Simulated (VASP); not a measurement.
# Settings for Y: relaxation of the cell

Y, P-1 (no. 2), 2 atoms in the cell. RPBE, relaxation of the cell; PAW potentials Y_sv (PBE set). VASP 6.6.1.

Wanted: cell lengths a, b, c within 0.2 %; volume within 0.4 %.

The series start from Relaxations run in a row: 2; Cutoff ENCUT (eV): 300; Force threshold EDIFFG (eV/Å): -0.01; Relaxation method: conjugate gradient, POTIM 0.5; Precision mode: Accurate. Each series keeps the choices made before it, and each single choice may use up half of a tolerance. Times cover all steps of a run.

## Relaxations run in a row

| Relaxations run in a row | Cell lengths a, b, c, largest deviation against the largest value | Volume (Å³/atom) | Time (s) |
|---|---|---|---|
| 1 | 0.056 % | 33.92 | 66 |
| 2 | 0 % | 33.87 | 78 |
| 3 (reference) | 0 % | 33.87 | 87 |

Chosen: 1, the loosest value from which every tighter one stays within half of the tolerance.

## Cutoff ENCUT (eV)

| Cutoff ENCUT (eV) | Cell lengths a, b, c, largest deviation against the largest value | Volume (Å³/atom) | Time (s) |
|---|---|---|---|
| 200 | 0.31 % | 33.65 | 48 |
| 250 | 0.33 % | 33.68 | 52 |
| 300 | 0.099 % | 33.92 | 66 |
| 350 | 0.0078 % | 34.01 | 74 |
| 400 (reference) | 0 % | 34.01 | 85 |

Chosen: 350.

## Force threshold EDIFFG (eV/Å)

| Force threshold EDIFFG (eV/Å) | Cell lengths a, b, c, largest deviation against the largest value | Volume (Å³/atom) | Time (s) |
|---|---|---|---|
| -0.05 | 0.2 % | 34.04 | 44 |
| -0.02 | 0.089 % | 33.96 | 54 |
| -0.01 | 0.0073 % | 34.01 | 74 |
| -0.005 | 0.0073 % | 34.01 | 80 |
| -0.002 (reference) | 0 % | 34.01 | 90 |

Chosen: -0.02.

## Relaxation method

| Relaxation method | Cell lengths a, b, c, largest deviation against the largest value | Volume (Å³/atom) | Time (s) |
|---|---|---|---|
| conjugate gradient, POTIM 0.5 | 0 % | 33.96 | 54 |
| conjugate gradient, POTIM 0.2 | 0.11 % | 34.02 | 75 |
| conjugate gradient, POTIM 1.0 | 0.067 % | 33.97 | 65 |
| quasi-Newton, POTIM 0.5 | 0.088 % | 34.01 | 48 |
| quasi-Newton, POTIM 0.5, at least 5 electronic steps | 0.088 % | 34.01 | 48 |
| velocity quench, POTIM 0.1 | 0.019 % | 33.94 | 63 |

Chosen: conjugate gradient, POTIM 0.5; no other choice that stays within half of the tolerance saves 30 % of the time.

## Precision mode

| Precision mode | Cell lengths a, b, c, largest deviation against the largest value | Volume (Å³/atom) | Time (s) |
|---|---|---|---|
| Accurate | 0 % | 33.96 | 54 |
| Normal | 0.0023 % | 33.96 | 44 |
| High | 0.0023 % | 33.96 | 49 |

Chosen: Accurate.

## All choices together

| Input | Cell lengths a, b, c, largest deviation against the largest value | Volume (Å³/atom) | Time (s) |
|---|---|---|---|
| EDIFF and PREC left to the program (naive) | 0.12 % | 33.88 | 87 |
| chosen settings | 0.086 % | 33.96 | 54 |
| reference settings throughout | 0 % | 34.01 | 116 |

The tolerance is met.

Values of the reference run: Cell lengths a, b, c: 3.696, 3.696, 5.749 Å.

## The input

INCAR.step1:
```
PREC = Accurate ; ENCUT = 350
EDIFF = 1E-7 ; ISMEAR = 1
SIGMA = 0.1 ; LREAL = F
LASPH = T ; NELM = 100
ALGO = Normal ; LWAVE = F
LCHARG = F ; GGA = RP
IBRION = 2 ; NSW = 60
ISIF = 3 ; EDIFFG = -0.02
POTIM = 0.5 ; ISYM = 0
KPAR = 8
```

INCAR.step2, as INCAR.step1 but for:
```
- IBRION = 2
- NSW = 60
- ISIF = 3
- EDIFFG = -0.02
- POTIM = 0.5
+ NSW = 0
+ ISIF = 2
```

KPOINTS:
```
k-points
0
Gamma
  9 9 5
```

POSCAR.step1:
```
Y
1.0
    3.7343580000     -0.0107450000     -0.0046080000
   -1.8764840000      3.2610560000      0.0221590000
   -0.0072400000      0.0360220000      5.8685560000
Y
2
Direct
    0.6742670000      0.3328740000      0.7496500000
    0.3257330000      0.6671260000      0.2503500000
```

POSCAR.step2:
```
Y
1.0
    3.6938551457      0.0048538811      0.0020588377
   -1.8426682302      3.1983953242     -0.0058987744
    0.0032781671     -0.0084405978      5.7444448197
Y
2
Direct
    0.6687752907      0.3330254549      0.7501131026
    0.3312247093      0.6669745451      0.2498868974
```

Commands (each step's output is kept before the next begins):
```
cat potpaw_PBE.64/Y_sv/POTCAR > POTCAR
cp INCAR.step1 INCAR
cp POSCAR.step1 POSCAR
mpirun -np 8 vasp_std > vasp.out
cp CONTCAR POSCAR
cp INCAR.step2 INCAR
cp POSCAR.step2 POSCAR
mpirun -np 8 vasp_std > vasp.out
```

The naive input happens to agree within the tolerance here, in 87 s.

Limits: the start was distorted on purpose (volume up by 6 %, random strain, atoms moved at random), so the space group given is the start's and not the crystal's.

The chosen input took VASP 6.6.1 54 s on 8 cores (Intel Xeon 6975P-C (Granite Rapids)), a shared host.

## An input that fails: cell relaxed at a low cutoff

It runs to its end, but against the unchanged starting input it is off by 0.31 % in the cell lengths a, b, c, 1 % in the volume.

Changes against the starting input:
```
(all steps)
- PREC = Accurate
- ENCUT = 300
+ PREC = Low
+ ENCUT = 200
(POSCAR.step3)
-    3.6911150522     -0.0000494659     -0.0000655871
-   -1.8455548294      3.1969790279      0.0004015468
-   -0.0000280033      0.0009764778      5.7407597559
+    3.6774318737     -0.0001250926     -0.0000750189
+   -1.8387793777      3.1853746669      0.0005432413
+   -0.0000385538      0.0012041616      5.7228742123
-    0.6666362724      0.3332201018      0.7500441296
-    0.3333637276      0.6667798982      0.2499558704
+    0.6665976231      0.3331839178      0.7500434540
+    0.3334023769      0.6668160822      0.2499565460
```
